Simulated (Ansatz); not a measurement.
# Os(0001) with 2 layers of random Os-V, 2x2: scattering by chemical disorder, part 2 of 2

Aim: the residual resistivity of a random alloy, from Os(0001) with 2 layers of random Os-V, 2x2 and longer regions.

Ansatz 0.2.0; Ansatz plane-wave DFT, PBE, PAW files; ballistic transport by layer matching (Landauer), zero bias; PAW set soft_1.

So far. Step 3 (With 6 alloy layers): Over the solved energies the transmission per spin lies between 2.00 and 2.25, out of 4.52 channels of the lead on average (up to 4.55).

## 4. With 10 alloy layers

In 10 layers a share of 0.25 of the sites is given to V at random. A fresh draw is used; the growth of the resistance with length is what counts.

System of this step: Os(0001) with 10 layers of random Os-V, 2x2. The cell holds 80 atoms: 70 Os and 10 V. Cell: a = 5.468 Å, b = 5.468 Å, c = 43.197 Å, α = 90.0°, β = 90.0°, γ = 120.0°. It derives from Os. Regions: lead, 40 atoms (40 Os); scattering region, 40 atoms (30 Os and 10 V). The structure is stacked along c, and the current runs across the ab planes.

input.yaml

```yaml
crystal:
  lattice:
    - [5.4682, 0.0, 0.0]
    - [-2.7341, 4.735600113, 0.0]
    - [0.0, 0.0, 43.197]
  atoms:
    - { symbol: Os, position: [0.1666666667, 0.3333333333, 0.025] }
    - { symbol: Os, position: [0.1666666667, 0.8333333333, 0.025] }
    - { symbol: Os, position: [0.6666666667, 0.3333333333, 0.025] }
    - { symbol: Os, position: [0.6666666667, 0.8333333333, 0.025] }
    - { symbol: Os, position: [0.3333333333, 0.1666666667, 0.075] }
    - { symbol: Os, position: [0.3333333333, 0.6666666667, 0.075] }
    - { symbol: Os, position: [0.8333333333, 0.1666666667, 0.075] }
    - { symbol: Os, position: [0.8333333333, 0.6666666667, 0.075] }
    - { symbol: Os, position: [0.1666666667, 0.3333333333, 0.125] }
    - { symbol: Os, position: [0.1666666667, 0.8333333333, 0.125] }
    - { symbol: Os, position: [0.6666666667, 0.3333333333, 0.125] }
    - { symbol: Os, position: [0.6666666667, 0.8333333333, 0.125] }
    - { symbol: Os, position: [0.3333333333, 0.1666666667, 0.175] }
    - { symbol: Os, position: [0.3333333333, 0.6666666667, 0.175] }
    - { symbol: Os, position: [0.8333333333, 0.1666666667, 0.175] }
    - { symbol: Os, position: [0.8333333333, 0.6666666667, 0.175] }
    - { symbol: Os, position: [0.1666666667, 0.3333333333, 0.225] }
    - { symbol: Os, position: [0.1666666667, 0.8333333333, 0.225] }
    - { symbol: Os, position: [0.6666666667, 0.3333333333, 0.225] }
    - { symbol: Os, position: [0.6666666667, 0.8333333333, 0.225] }
    - { symbol: Os, position: [0.3333333333, 0.1666666667, 0.275] }
    - { symbol: Os, position: [0.3333333333, 0.6666666667, 0.275] }
    - { symbol: Os, position: [0.8333333333, 0.1666666667, 0.275] }
    - { symbol: Os, position: [0.8333333333, 0.6666666667, 0.275] }
    - { symbol: Os, position: [0.1666666667, 0.3333333333, 0.325] }
    - { symbol: Os, position: [0.1666666667, 0.8333333333, 0.325] }
    - { symbol: V, position: [0.6666666667, 0.3333333333, 0.325] }
    - { symbol: Os, position: [0.6666666667, 0.8333333333, 0.325] }
    - { symbol: V, position: [0.3333333333, 0.1666666667, 0.375] }
    - { symbol: Os, position: [0.3333333333, 0.6666666667, 0.375] }
    - { symbol: Os, position: [0.8333333333, 0.1666666667, 0.375] }
    - { symbol: Os, position: [0.8333333333, 0.6666666667, 0.375] }
    - { symbol: Os, position: [0.1666666667, 0.3333333333, 0.425] }
    - { symbol: V, position: [0.1666666667, 0.8333333333, 0.425] }
    - { symbol: Os, position: [0.6666666667, 0.3333333333, 0.425] }
    - { symbol: Os, position: [0.6666666667, 0.8333333333, 0.425] }
    - { symbol: Os, position: [0.3333333333, 0.1666666667, 0.475] }
    - { symbol: Os, position: [0.3333333333, 0.6666666667, 0.475] }
    - { symbol: V, position: [0.8333333333, 0.1666666667, 0.475] }
    - { symbol: V, position: [0.8333333333, 0.6666666667, 0.475] }
    - { symbol: Os, position: [0.1666666667, 0.3333333333, 0.525] }
    - { symbol: Os, position: [0.1666666667, 0.8333333333, 0.525] }
    - { symbol: V, position: [0.6666666667, 0.3333333333, 0.525] }
    - { symbol: Os, position: [0.6666666667, 0.8333333333, 0.525] }
    - { symbol: Os, position: [0.3333333333, 0.1666666667, 0.575] }
    - { symbol: Os, position: [0.3333333333, 0.6666666667, 0.575] }
    - { symbol: Os, position: [0.8333333333, 0.1666666667, 0.575] }
    - { symbol: Os, position: [0.8333333333, 0.6666666667, 0.575] }
    - { symbol: Os, position: [0.1666666667, 0.3333333333, 0.625] }
    - { symbol: Os, position: [0.1666666667, 0.8333333333, 0.625] }
    - { symbol: V, position: [0.6666666667, 0.3333333333, 0.625] }
    - { symbol: Os, position: [0.6666666667, 0.8333333333, 0.625] }
    - { symbol: V, position: [0.3333333333, 0.1666666667, 0.675] }
    - { symbol: Os, position: [0.3333333333, 0.6666666667, 0.675] }
    - { symbol: V, position: [0.8333333333, 0.1666666667, 0.675] }
    - { symbol: Os, position: [0.8333333333, 0.6666666667, 0.675] }
    - { symbol: Os, position: [0.1666666667, 0.3333333333, 0.725] }
    - { symbol: Os, position: [0.1666666667, 0.8333333333, 0.725] }
    - { symbol: Os, position: [0.6666666667, 0.3333333333, 0.725] }
    - { symbol: V, position: [0.6666666667, 0.8333333333, 0.725] }
    - { symbol: Os, position: [0.3333333333, 0.1666666667, 0.775] }
    - { symbol: Os, position: [0.3333333333, 0.6666666667, 0.775] }
    - { symbol: Os, position: [0.8333333333, 0.1666666667, 0.775] }
    - { symbol: Os, position: [0.8333333333, 0.6666666667, 0.775] }
    - { symbol: Os, position: [0.1666666667, 0.3333333333, 0.825] }
    - { symbol: Os, position: [0.1666666667, 0.8333333333, 0.825] }
    - { symbol: Os, position: [0.6666666667, 0.3333333333, 0.825] }
    - { symbol: Os, position: [0.6666666667, 0.8333333333, 0.825] }
    - { symbol: Os, position: [0.3333333333, 0.1666666667, 0.875] }
    - { symbol: Os, position: [0.3333333333, 0.6666666667, 0.875] }
    - { symbol: Os, position: [0.8333333333, 0.1666666667, 0.875] }
    - { symbol: Os, position: [0.8333333333, 0.6666666667, 0.875] }
    - { symbol: Os, position: [0.1666666667, 0.3333333333, 0.925] }
    - { symbol: Os, position: [0.1666666667, 0.8333333333, 0.925] }
    - { symbol: Os, position: [0.6666666667, 0.3333333333, 0.925] }
    - { symbol: Os, position: [0.6666666667, 0.8333333333, 0.925] }
    - { symbol: Os, position: [0.3333333333, 0.1666666667, 0.975] }
    - { symbol: Os, position: [0.3333333333, 0.6666666667, 0.975] }
    - { symbol: Os, position: [0.8333333333, 0.1666666667, 0.975] }
    - { symbol: Os, position: [0.8333333333, 0.6666666667, 0.975] }
kpoints:
  mp_grid: { grid: [5, 5, 1] }
hamiltonian:
  xc: pbe
  pseudopotentials: { kind: paw, azcp: { folder: soft_1 } }
scf:
  occupations: { method: fermi_dirac, width: 0.1 }
output:
  transmission:
    leads: [[0, 8]]
    kmesh: [10, 10]
    e_range: [-0.05, 0.05]
    de: 0.05
  write_potential: true
  write_density: true
  volumetric_format: npy
```

Run with:

```
$ ansatz run input.yaml --threads 4 --pin off --max-ram 15360MiB --backend cpu --events-out ev --progress --plain --runs-dir out
```

Numbers of over 12 decimals in the logs are rounded to 6 here.

Output:

```text
[...]
Crystal: 80 atoms, lattice volume = 1118.595 Å³
Basis set: ecut = 420 eV, 21739 PW (Γ)
Bands: 750, of which v1, the nominal top of the filled ones, is band 625 counted from 1 (624 counted from 0)
Symmetry: 1 space group operations
[...]
k-points: 13 of 25 (time reversal used)
[...]
SCF iter   1: F=—  HF=-826250.302269 eV  |F-HF|=—  |Δ(HF+E_count)|=         —  Δρ=2.59e-1  dr2=1.04e4  ethr=3.10e-3  ⟨swp⟩=5.0  Hψ=30979  notcnv=0
[...]
SCF iter  12: F=-826142.759430 eV  HF=-826142.759430 eV  |F-HF|=6.52e-9  |Δ(HF+E_count)|=   1.13e-8  Δρ=3.51e-7  dr2=6.87e-9  ethr=8.00e-12  ⟨swp⟩=7.7  Hψ=19810  notcnv=0
SCF 1 converged in 12 iterations: F = -826142.759430 eV  dr2 = 6.87e-9
[...]
transmission: 417 of 4160 steps passed
transmission: 832 of 4160 steps passed
[...]
transmission: 4160 of 4160 steps passed
SCF converged after 12 iterations
Free energy (F): -826142.759430 eV
[...]
Internal energy: -826140.694250 eV  (E = F + TS)
E sigma→0 (E₀):  -826141.726840 eV
Entropy (-TS):   -2.065180 eV (-25.815 meV/atom)
Fermi energy:    24.669566 eV
[...]
--- Band table (eV; the first three rows and the last of 13) ---
  k-point 0: bands = [... 621 lower, 25.3542, 25.3627, 25.3880, 25.4020, 25.4207, 25.4299, 25.4492, 25.4687, ... 121 higher]
  k-point 1: bands = [... 621 lower, 24.7458, 24.7878, 24.8078, 24.8622, 24.8732, 24.9435, 25.0313, 25.0474, ... 121 higher]
  k-point 2: bands = [... 621 lower, 24.4342, 24.4531, 24.4700, 24.4853, 24.5080, 24.5605, 24.5766, 24.5981, ... 121 higher]
  k-point 12: bands = [... 621 lower, 24.5257, 24.5386, 24.5708, 24.5945, 24.6626, 24.7442, 24.7570, 24.7878, ... 121 higher]
--- Transmission ---
  basis      : 223 plane waves across, 80 finite elements along
  points     : 52, standing for a mesh of 10 x 10
[...]
channels       : 4.550000e0 a spin
[...]
junction   : crystal 0 to crystal 0, 1.46 to 40.34 Å
    transmission   : 1.673945e0 a spin
[...]
```

Elapsed: 27 min, on 4 threads of Arm Neoverse V2, shared host; peak memory 8.6 GiB; 1.7 h of CPU time.

This step gave:

- free energy: -826142.7594 eV
- energy at zero smearing: -826141.7268 eV
- Fermi energy: 24.67 eV
- transmission per spin nearest the Fermi level: 1.674
- open channels per spin nearest the Fermi level: 4.55

Per spin. Table of transmission, zone mean by energy, zero at the Fermi level:

```tsv
energy (eV)	transmission, zone mean
-0.0500	1.69
0.0000	1.67
0.0500	1.69
```

Over the solved energies the transmission per spin lies between 1.67 and 1.69, out of 4.53 channels of the lead on average (up to 4.55).

## 5. Resistance against length

This step: Ansatz plane-wave DFT, PBE, PAW files; ballistic transport by layer matching (Landauer), zero bias; residual resistivity from the slope of the area resistance, atoms on the host's lattice; PAW set soft_1 (Ansatz 0.2.0).

Numbers from this step:

* resistivity: 54.02 µΩ cm
* intercept: 0.1036 fΩ m²
* scatter about the fit: 0.03300 fΩ m²

Resistance, by row:

```tsv
run	length (Å)	T	channels N	RA (fΩ m²)
n2	4.32	3.18	4.533	0.3136
n6	12.96	2.102	4.52	0.8504
n10	21.6	1.684	4.533	1.247
```

Area resistance against length of the alloy:

```tsv
length of the alloy (Å)	area resistance (fΩ m²)
4.32	0.314
12.96	0.850
21.60	1.25
```

The area resistance goes from 0.31 to 1.2 fΩ m² between 4.3 and 21.6 Å, a slope of 54 µΩ cm.

By hand from the end points: (1.247 − 0.3136) fΩ m² / (21.60 − 4.32) Å = 54 µΩ cm, since 1 fΩ m² per Å is 1000 µΩ cm.

## 6. What came out

```json
{
  "resistivity from the slope": "54.0 µΩ cm",
  "area resistance over 4.32 Å": "0.314 fΩ m²",
  "area resistance over 13.0 Å": "0.850 fΩ m²",
  "area resistance over 21.6 Å": "1.25 fΩ m²"
}
```

What this shows: The slope gives 54 µΩ cm. The points scatter by 0.033 fΩ m² about the line, with one random draw a length in a 2x2 cell, so the slope is a rough value. Read with a model of isotropic scattering on a spherical Fermi surface and the lead's 1.4×10¹⁵ S/m², this slope means a mean free path near 10 Å; over these lengths the model's slope is within 3 % of its bulk resistivity. The draw over the shortest length came out nearly ordered, with 8 symmetry operations, so that point is a poor sample of a random alloy. The atoms sit on the host's lattice, so scattering by size misfit is left out. Spin-orbit coupling is left out, which matters for Os.

[Logs are printed without paths, hosts, clocks, repeated set-up lines and the standing remarks that a program may print on its own settings, such as how far it seeks lower states.]

[Hosts, paths, dates, database ids (printed as entryN), source tags and the programs' standing remarks are cut or masked in the printed files.]
